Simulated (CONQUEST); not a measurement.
Runs of CONQUEST 1.3 on TiO2. The structure is tetragonal, space group P4_2/mnm (No. 136). Conventional cell: a = 4.600 Å, b = 4.600 Å, c = 2.959 Å, α = 90.00°, β = 90.00°, γ = 90.00°. Ti (site symmetry mmm) has 6 O at 1.95 to 1.98 Å as nearest neighbours. O (site symmetry m2m) is surrounded by 3 Ti at 1.95 to 1.98 Å. The cell is a database's computed one.

```csv
task,level,potentials or basis,k mesh,gap on the mesh (eV),pressure (GPa),V0 of scaled cells (Å³/atom),B0 (GPa),largest force (eV/Å)
single point,PBE,"PseudoDojo NC PBE, SZP, grid cutoff 150 Ha",11 × 7 × 7,1.60,7.5,-,-,0.12
single point,PBE,"PseudoDojo NC PBE, SZP, grid cutoff 150 Ha",9 × 6 × 6,1.60,7.5,-,-,0.12
equation of state,PBE,"PseudoDojo NC PBE, SZ, grid of 32 × 48 × 48 points",9 × 6 × 6,-,-,10.51,244,-
single point,PBE,"PseudoDojo NC PBE, SZ, grid cutoff 150 Ha",9 × 6 × 6,1.32,1.5,-,-,(b)
equation of state,LDA,"PseudoDojo NC LDA, DZP, grid of 32 × 48 × 48 points",9 × 6 × 6,-,-,10.16,(a),-
```

Alike in all rows: no spin polarisation; cell as given; smearing fermi-dirac 0.05 eV.

Question: Fill in the values left out.

Answer: (a) 266; (b) 0.17.

Caveats: the basis of atomic orbitals isn't converged, which shifts pressures, moduli and gaps; the atomic basis is small (some runs); an odd mesh through Γ misses points on the zone boundary, where band edges often lie (some runs); the cell was scaled at fixed shape and fractional positions, which overstates the stiffness of a crystal with free parameters, most of all of layers and chains (some runs); the DZP basis gives volumes some 2 % larger than converged bases do, and moduli off by several per cent (some runs).

Not every run made on this cell is shown here.
